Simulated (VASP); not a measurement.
Here is a VASP 6.6.1 calculation.

Contents of INCAR:

```
PREC = Accurate
ENCUT = 520
EDIFF = 1E-7
ISMEAR = -1
SIGMA = 0.05
LREAL = F
LASPH = T
NELM = 100
ALGO = Fast
ISIF = 2
LWAVE = F
LCHARG = T
GGA = PE
LELF = T
LVHAR = T
NBANDS = 20
```

File KPOINTS:

```
Automatic mesh
0
Gamma
  9 9 9
```

File POSCAR:

```
PbO2
1.0
    0.0000000000      2.6838572791      2.6838572791
    2.6838572791      0.0000000000      2.6838572791
    2.6838572791      2.6838572791      0.0000000000
Pb O
1 2
Direct
    0.0000000000      0.0000000000      0.0000000000
    0.7500000000      0.7500000000      0.7500000000
    0.2500000000      0.2500000000      0.2500000000
```

Potentials or basis: VASP PAW PBE potentials, release 64 (Pb_d, O).

Launch:

```console
$ cat potpaw_PBE.64/Pb_d/POTCAR potpaw_PBE.64/O/POTCAR > POTCAR
$ mpirun -np 1 vasp_std > vasp.out
```

Problem. What does it give for the pressure?

Solution. 3.5 GPa.

Problem. Estimate the band gap on the k mesh.

Solution. None (metal or under the smearing width).

The run has no spin-orbit coupling, so splittings on Pb are missing.
